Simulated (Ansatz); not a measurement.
# TaS2 (P-3m1) in Ansatz: single point with PBE

Aim: the single point of TaS2 with PBE.

All numbers are computed with Ansatz 0.2.0; they aren't measurements. Logs are shortened: lines on timing, memory, paths and dates and some standing lists are left out, and cuts for length are marked.

### Step 1. The structure

It takes space group P-3m1 (No. 164, trigonal). The conventional cell has a = 3.350 Å, b = 3.350 Å, c = 5.860 Å, α = 90.00°, β = 90.00°, γ = 120.00°. Around Ta (site symmetry -3m) lie 6 S at 2.43 Å. Around S (site symmetry 3m) lie 3 Ta at 2.43 Å.

### Step 2. Single point, PBE

Input file input.yaml:

```yaml
crystal:
  lattice:
    - [3.35, 0.0, 0.0]
    - [-1.675, 2.9011851027, 0.0]
    - [0.0, 0.0, 5.86]
  atoms:
    - { symbol: Ta, position: [0.0, 0.0, 0.0] }
    - { symbol: S, position: [0.6666666667, 0.3333333333, 0.75] }
    - { symbol: S, position: [0.3333333333, 0.6666666667, 0.25] }
hamiltonian:
  xc: pbe
  pseudopotentials: { kind: paw }
kpoints:
  mp_grid: { grid: [9, 9, 5] }
scf:
  occupations: { method: fermi_dirac, width: 0.05 }
basis:
  ecutwfc: "600 eV"
output:
  forces: true
  stress: true
  eigenvalues: true
```

Potentials or basis: Ansatz PAW.

On the command line:

```bash
> ansatz run input.yaml --threads 2 --pin off --max-ram 5120MiB --backend cpu --events-out ev --progress --plain --runs-dir out
```

The log of the run:

```text
Warning: RAYON_NUM_THREADS=2 ignored (pool sized by the plan → 2); use --threads N
Engine: ansatz 0.2.0, aarch64-unknown-linux-gnu
Pseudopotentials: kind: paw
Pseudopotential: Ta, paw, valence charge 13, recommended cutoff 420 eV (normal), Ta.paw.azcp
Pseudopotential: S, paw, valence charge 6, recommended cutoff 420 eV (normal), S.paw.azcp
Functional definition: PBE
  parameter kappa = 0.804
  parameter beta = 0.06672455060314922
  exchange = pbe_x(kappa = kappa, mu = beta*pi^2/3)
  correlation = pbe_c(beta = beta)
Crystal: 3 atoms, lattice volume = 56.953 Å³
Basis set: ecut = 600 eV, 1931 PW (Γ), exchange–correlation on 54×54×96 points (8 copies of the dense FFT grid, shifted against one another)
Bands: 17, of which v1, the nominal top of the filled ones, is band 13 counted from 1 (12 counted from 0)
Symmetry: 12 space group operations
Space group: P-3m1 (ITA 164), of the structure as read, at distance tolerance 3.8e-5 Å
k-points: 50 of 405
Non-local potential: Ta, projectors of the file, l = 0: 3, l = 1: 2, l = 2: 2, l = 3: 1
Non-local potential: S, projectors of the file, l = 0: 2, l = 1: 2, l = 2: 2
PAW form: soft (Blöchl's): semilocal exchange-correlation on the pseudo side does not see the compensation charge
PAW one-centre angular grid: Ta, 590 points (default); XC on 64 Gauss nodes
PAW one-centre angular grid: S, 110 points (default); XC on 64 Gauss nodes
Initial density: superposition of atomic densities (neutral atoms: chi_scale 0, normalization atom), corrected by the library's trained network
Initial wavefunctions: pseudopotential atomic-orbital guess
Functional: x = pbe(κ = 0.804, μ = 0.2195149727645171), c = pbe(β = 0.06672455060314922)
SCF iter   1: F=—  HF=-11739.363837 eV  |F-HF|=—  |Δ(HF+E_count)|=         —  Δρ=2.01e-3  dr2=2.13e-3  ethr=1.77e-3  ⟨swp⟩=6.0  Hψ=4951  notcnv=0
preconditioner: auto → LDOS  [metal: Δε(μ)=0.009 eV  Ē_g=9.003 eV  σ=0.050 eV  W_gap=0.04  n_scr=10 (ndim 8)  ℏωp=20.3 eV  f_vac=0.012  D(μ)=1.91/eV (n_scr^D=22)  β→1.0]
SCF iter   2: F=—  HF=-11739.363276 eV  |F-HF|=—  |Δ(HF+E_count)|=   5.61e-4  Δρ=1.24e-3  dr2=2.05e-3  ethr=8.53e-6  ⟨swp⟩=2.4  Hψ=1968  notcnv=0
SCF iter   3: F=—  HF=-11739.362717 eV  |F-HF|=—  |Δ(HF+E_count)|=   5.59e-4  Δρ=2.22e-4  dr2=2.30e-5  ethr=8.20e-6  ⟨swp⟩=2.0  Hψ=1178  notcnv=0
SCF iter   4: F=—  HF=-11739.362742 eV  |F-HF|=—  |Δ(HF+E_count)|=   2.51e-5  Δρ=5.04e-5  dr2=1.21e-6  ethr=9.21e-8  ⟨swp⟩=2.0  Hψ=1289  notcnv=0
iter 5 did not close the SCF: its close was put off for the readings that it lacked (scf_convergence_deferred on its scf_iter line)
SCF iter   5: F=-11739.362742 eV  HF=-11739.362742 eV  |F-HF|=1.10e-8  |Δ(HF+E_count)|=   7.68e-8  Δρ=1.23e-5  dr2=7.89e-8  ethr=4.84e-9  ⟨swp⟩=2.7  Hψ=1453  notcnv=0
SCF iter   6: F=-11739.362742 eV  HF=-11739.362742 eV  |F-HF|=2.77e-9  |Δ(HF+E_count)|=   4.02e-8  Δρ=2.54e-6  dr2=5.11e-9  ethr=3.16e-10  ⟨swp⟩=3.2  Hψ=3403  notcnv=0
SCF 1 converged in 6 iterations: F = -11739.362742 eV  dr2 = 5.11e-9
SCF converged after 6 iterations
Free energy (F): -11739.362742 eV
Harris-Foulkes:  -11739.362742 eV  (|F-HF|=2.77e-9)
Internal energy: -11739.347720 eV  (E = F + TS)
E sigma→0 (E₀):  -11739.355231 eV
Entropy (-TS):   -0.015022 eV (-5.007 meV/atom)
Fermi energy:    10.694117 eV
--- Per-component energies (eV) ---
  E_band       = -185.679373
  E_kinetic    = 583.953738
  E_local      = -1416.685485  (includes V_loc(G=0)·N_el)
  E_nonlocal   = 71.678384
  E_hartree    = 540.094298
  E_xc         = -414.572769
  E_vxc        = -381.424803  (∫ρ·V_xc dr)
  E_paw        = -9597.606005  (= ΣΔE_a)
  E_vpaw       = -123.387153  (= ΣTr[D̂ρ^β])
  E_aug_tail   = 0.000024  (compensation charges beyond the density's cutoff)
  E_ewald      = -1506.209906
  E_smearing   = -0.015022  (= −TS)
  E_closure    = 0.000000  (closes the sum)
  Σ components = -11739.362742   (vs F -11739.362742, Δ=0.00e0)
--- Forces (eV/Å), atoms counted from 1 ---
  atom   1  Ta    -0.00000000     0.00000000     0.00000000
  atom   2  S     -0.00000000     0.00000000    -1.23211759
  atom   3  S      0.00000000    -0.00000000     1.23211759
  max |Σ_I F_I| component: 2.22e-16 eV/Å
--- Stress (GPa, compression-positive) ---
        7.548260      -0.000000       0.000000
       -0.000000       7.548260       0.000000
        0.000000       0.000000      12.346125
  P = ⅓ Tr σ = 9.1475 GPa (91.475 kbar)
--- Band table (eV; the first three rows and the last of 50) ---
  k-point 0: bands = ["-58.0225", "-24.5291", "-24.4991", "-24.4991", "-4.4694", "-2.3888", "3.7091", "6.4184", "6.4184", "9.3462", "9.8895", "9.8895", "10.7222", "10.7222", "10.9776", "14.7821", "14.7821"]
  k-point 1: bands = ["-58.0225", "-24.5292", "-24.4991", "-24.4991", "-4.3916", "-2.5494", "4.0506", "6.4281", "6.4281", "8.5181", "9.8411", "9.8411", "10.7123", "10.7123", "11.4733", "14.9200", "14.9200"]
  k-point 2: bands = ["-58.0225", "-24.5293", "-24.4991", "-24.4991", "-4.2369", "-2.8287", "4.7793", "6.4442", "6.4442", "7.3594", "9.7654", "9.7654", "10.6959", "10.6959", "11.8907", "15.1567", "15.1567"]
  k-point 49: bands = ["-58.0076", "-24.7098", "-24.7098", "-24.4613", "-2.2945", "-2.2945", "5.1064", "5.1064", "5.1727", "6.9645", "7.1159", "7.1159", "11.9408", "12.2170", "12.2170", "15.6989", "15.6989"]
```

Run time: 2.1 s. Hardware: 2 threads of Arm Neoverse V1, shared host; peak memory 0.38 GiB.

What came out:

```
Free energy            : -11739.3627 eV
Pressure               : 9.1 GPa
Largest force          : 1.232 eV/Å
Band gap on the k mesh : none (metal or under the smearing width)
```

Forces on the atoms (eV/Å):
```
Ta   0.000  0.000  0.000
S    0.000  0.000 -1.232
S    0.000  0.000  1.232
```

Levels at points of the mesh, in eV from the Fermi level:
| k point | band 10 | band 11 | band 12 | band 13 | band 14 | band 15 |
| --- | --- | --- | --- | --- | --- | --- |
| (0.00, 0.00, 0.00) | -1.35 | -0.80 | -0.80 | 0.03 | 0.03 | 0.28 |

Caveat: this functional lacks dispersion, which binds the layers, so the pressure and a relaxed spacing across them are unreliable; forces of over 1 eV/Å show positions far from the minimum, so gaps and moduli don't describe the material at rest.
